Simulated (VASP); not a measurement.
Here is a VASP 6.6.1 calculation.

Contents of INCAR:

```
ALGO = Normal
EDIFF = 1E-6
EDIFFG = -0.02
ENCUT = 630
GGA = PE
IBRION = 2
ISIF = 3
ISMEAR = -1
LASPH = True
LCHARG = False
LREAL = False
LWAVE = False
NELM = 100
NSW = 60
PREC = Accurate
SIGMA = 0.05
```

Contents of KPOINTS:

```
k-points
0
Gamma
  7 7 7
```

POSCAR

```
HgTe
1.0
    0.0000000000      3.2145000000      3.2145000000
    3.2145000000      0.0000000000      3.2145000000
    3.2145000000      3.2145000000      0.0000000000
Hg Te
1 1
Direct
    0.0000000000      0.0000000000      0.0000000000
    0.7500000000      0.7500000000      0.7500000000
```

Potentials or basis: VASP PAW PBE potentials, release 64 (Hg_sv_GW, Te_GW).

The run is started by

```console
$ cat potpaw_PBE.64/Hg_sv_GW/POTCAR potpaw_PBE.64/Te_GW/POTCAR > POTCAR
$ mpirun -np 1 vasp_std > vasp.out
```

Question: Estimate the relaxed volume.

Answer: 36.69 Å³/atom.

Question: What does it give for the relaxed cell?

Answer: a = 4.699 Å, b = 4.699 Å, c = 4.699 Å, α = 60.00°, β = 60.00°, γ = 60.00°.

Step by step:
| step | energy change (eV) | largest force (eV/Å) | pressure (GPa) | volume (Å³) |
| --- | --- | --- | --- | --- |
| 1 | 0.0000 | 0.0000 | 4.44 | 66.43 |
| 2 | -0.0805 | 0.0000 | -0.98 | 75.67 |
| 3 | -0.0876 | 0.0000 | 0.03 | 73.37 |

Caveat: the volume moved by +10 % from the deposited cell, more than functionals usually miss. Zero-point motion and thermal expansion aren't in these numbers.
